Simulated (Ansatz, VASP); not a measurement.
## One calculation of Co, two programs

```
CELL_PARAMETERS angstrom
2.43659 0.00000 0.00000
-1.21829 2.11015 0.00000
0.00000 0.00000 3.98034
ATOMIC_POSITIONS crystal
Co 0.33333 0.66667 0.74014
Co 0.66667 0.33333 0.25986
```

Change from the starting cell: volume scaled by 0.94.

Alike in both runs: task single point; functional PBE; k mesh 12 × 12 × 7; occupations fermi-dirac, width 0.05 eV; collinear spin, ferromagnetic start.

|  | VASP | Ansatz |
| --- | --- | --- |
| version | VASP 6.6.1 | Ansatz 0.2.0 |
| potentials or method | VASP PAW PBE potentials, release 64 (Co) | Ansatz PAW |
| plane-wave cutoff (eV) | 520 | 420 |
| valence electrons in the cell | 18 | 34 |

|  | VASP | Ansatz | Ansatz less VASP |
| --- | --- | --- | --- |
| gap on the k mesh at the Fermi level (eV) | none | none | - |
| pressure (GPa) | 14.5 | 15.7 | +1.15 |
| largest component of the traceless stress (GPa) | 2.08 | 2.15 | +0.073 |
| rms of the force components (eV/Å) | 0.412 | 0.419 | +0.0067 |
| net moment per atom (μB) | 1.56 | 1.57 | +0.008 |
| size of the moment on the site where the two differ most (μB) | 1.56 | 1.63 | +0.071 |

Site moments also hang on the region over which each program counts them. Atom by atom the forces differ by 0.007 eV/Å (rms over components). A gap of «none» marks a metal or a gap that the smearing closes. The two sets of potentials don't hold the same shells in valence.
